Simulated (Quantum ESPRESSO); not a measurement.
**BaZrO3: zone-centre phonons under several settings**

```
Ba Zr O
1.0
     4.19134    0.00000    0.00000
     0.00000    4.19134    0.00000
     0.00000    0.00000    4.19134
Ba Zr O
1 1 3
Direct
  0.00000 0.00000 0.00000
  0.50000 0.50000 0.50000
  0.50000 0.50000 0.00000
  0.50000 0.00000 0.50000
  0.00000 0.50000 0.50000
```

All runs used Quantum ESPRESSO 7.5; potentials PseudoDojo 0.4.1 SR PBE standard; k mesh 2 × 2 × 2, shifted; no spin polarisation; cutoff 1143 eV; occupations smeared at first, fixed for the response.

```csv
level,geometry,volume (Å³/atom),pressure (GPa),lowest optical mode without the field (cm⁻¹),highest optical mode without the field (cm⁻¹),sum of the Born charges (e)
PBE,relaxed at 0 GPa,15.07,0.0,98,489,0.87
PBE,relaxed at 2 GPa,14.88,2.0,103,504,0.86
PBE,relaxed at 5 GPa,14.61,5.0,109,526,0.85
PBE,relaxed at 10 GPa,?,10.0,?,?,?
PBE,relaxed at 15 GPa,13.87,15.0,127,595,0.81
```

Task: What stands in the row left open?

Result: Volume 14.22 Å³/atom; lowest optical mode without the field 118 cm⁻¹; highest optical mode without the field 562 cm⁻¹; sum of the Born charges 0.83 e.

Caveats: all runs use coarse meshes; this release of the barium file is off; the cell is more than 3 GPa from zero pressure, which shifts response properties (some runs).

For the row left open. Caveat: the k mesh is coarse (spacing up to 0.75 Å⁻¹), so the values aren't converged; the mesh is thin for the dielectric tensor, Born charges and intensities, which usually come out too large; this release of the barium file is off; the cell is more than 3 GPa from zero pressure, which shifts response properties; the Born charges break their sum rule by 0.83 e, a sign of too thin a mesh.
